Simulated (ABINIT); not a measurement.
Runs of ABINIT 10.8.3 (patched build) on PbS (Galena). The structure is cubic, space group Fm-3m (No. 225). The conventional cell has a = 5.931 Å, b = 5.931 Å, c = 5.931 Å, α = 90.00°, β = 90.00°, γ = 90.00°. Around Pb (site symmetry m-3m) lie 6 S at 2.97 Å. S (site symmetry m-3m) has 6 Pb at 2.97 Å as nearest neighbours. 

```tsv
task	level	potentials or basis	k mesh	cutoff (eV)	fine-grid cutoff	mesh quality	gap on the mesh (eV)	pressure (GPa)	V0 of scaled cells (Å³/atom)	B0 (GPa)
band structure	SOGGA	JTH PAW PBE v2.0 sp	8 × 8 × 8	544	1088.46 eV	not flagged	(b)	-1.6	-	-
band structure	WC	JTH PAW PBE v2.0	8 × 8 × 8	544	1088.46 eV	not flagged	0.25	-	-	-
single point	PBEsol	JTH PAW PBE v2.0	10 × 10 × 10	544	1088.46 eV	not flagged	0.25	-	-	-
single point	r2SCAN	JTH PAW PBE v2.0	3 × 3 × 3	653	1251.72 eV	coarse	-	0.5	-	-
equation of state	LDA	JTH PAW LDA v2.0	8 × 8 × 8	408	816.342 eV	not flagged	-	-	25.01	65
band structure	BLYP	JTH PAW PBE v2.0	8 × 8 × 8	544	1088.46 eV	not flagged	(d)	-	-	-
band structure	HLE16	JTH PAW PBE v2.0 sp	8 × 8 × 8	544	1088.46 eV	not flagged	1.76	(a)	-	-
equation of state	LDA-VWN	JTH PAW LDA v2.0 sp	8 × 8 × 8	544	1088.46 eV	not flagged	-	-	(c)	66
band structure	RPBE	JTH PAW PBE v2.0 sp	8 × 8 × 8	544	1088.46 eV	not flagged	0.49	4.2	-	-
band structure	revPBE	JTH PAW PBE v2.0 sp	8 × 8 × 8	544	1088.46 eV	not flagged	0.46	3.7	-	-
```

Alike in all rows: no spin polarisation; cell as given; smearing fermi-dirac 0.05 eV.

Fill in the values left out.

(a) -8.6; (b) 0.23; (c) 25.02; (d) 0.51.

Caveats: some runs use coarse meshes; the PAW data sets were made with another functional, which shifts forces and pressure a little (some runs); spin-orbit coupling is left out, which as a rule narrows the gap of such compounds by several tenths of an eV (some runs); this set keeps more shells in the core, which shifts pressures and gaps (some runs); pressures at fixed basis lie under the slope of the energies (some runs); the potentials were made for a functional far from this one (some runs); the potentials were made for another functional, which shifts forces and pressure (some runs).

A k mesh can miss the band edges, and the runs leave out spin-orbit coupling on Pb.

The runs don't all hold the same shells in valence.

Runs at the PBE level aren't shown here.
